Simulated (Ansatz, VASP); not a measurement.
**CdSe in VASP and in Ansatz**

```
Cd Se
1.0
     0.00000    3.05275    3.05275
     3.05275    0.00000    3.05275
     3.05275    3.05275    0.00000
Cd Se
1 1
Cartesian
  0.0000 0.0000 0.0000
  1.5264 1.5264 1.5264
```

Change from the starting cell: hydrostatic strain -0.5%.

Alike in both runs: task single point; functional r2SCAN; k mesh 8 × 8 × 8; no spin polarisation.

```csv
,VASP,Ansatz
version,VASP 6.6.1,Ansatz 0.2.0
potentials or method,"VASP PAW PBE potentials, release 64 (Cd, Se)","plane waves, PAW"
plane-wave cutoff (eV),520,500
occupations,"gaussian, width 0.01 eV",fixed
valence electrons in the cell,18,36
```

```tsv
	VASP	Ansatz	Ansatz less VASP
gap on the k mesh at the Fermi level (eV)	1.06	1.07	+0.009
pressure (GPa)	1.0	0.7	-0.26
```

The two sets of potentials don't hold the same shells in valence.

Caveats: the PAW data sets were made with another functional, which shifts forces and pressure a little (VASP).
